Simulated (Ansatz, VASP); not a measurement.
Mg3H2 in VASP and in Ansatz

```
Mg H
1.0
     4.35252    0.00000    0.00000
     0.00000    4.35252    0.00000
     0.00000    0.00000    4.35252
Mg H
3 2
Direct
  0.50000 0.00000 0.00000
  0.00000 0.50000 0.00000
  0.00000 0.00000 0.50000
  0.50000 0.50000 0.50000
  0.00000 0.00000 0.00000
```

Change from the starting cell: species swapped into the Tl2F3 type (Pm-3m, No. 221).

Alike in both runs: functional PBE; k mesh 4 × 4 × 4; occupations gaussian, width 0.1 eV; no spin polarisation.

Ansatz relaxed the structure, and its values are those at the end. VASP's run is a single point on that final structure, the one shown.

```csv
,VASP,Ansatz
version,VASP 6.6.1,Ansatz 0.2.0
potentials or method,"VASP PAW PBE potentials, release 64 (Mg, H)","scalar-relativistic, plane waves, PAW"
plane-wave cutoff (eV),520,420
valence electrons in the cell,8,32
```

```tsv
	VASP	Ansatz	Ansatz less VASP
gap on the k mesh at the Fermi level (eV)	none	none	-
pressure (GPa)	0.0	0.1	+0.13
```

A gap of «none» marks a metal or a gap that the smearing closes. The functional is the same, so the differences come from potentials, cutoffs and numerics. The two sets of potentials don't hold the same shells in valence.

Caveats: the k mesh is coarse (spacing up to 0.36 Å⁻¹), so the values aren't converged.
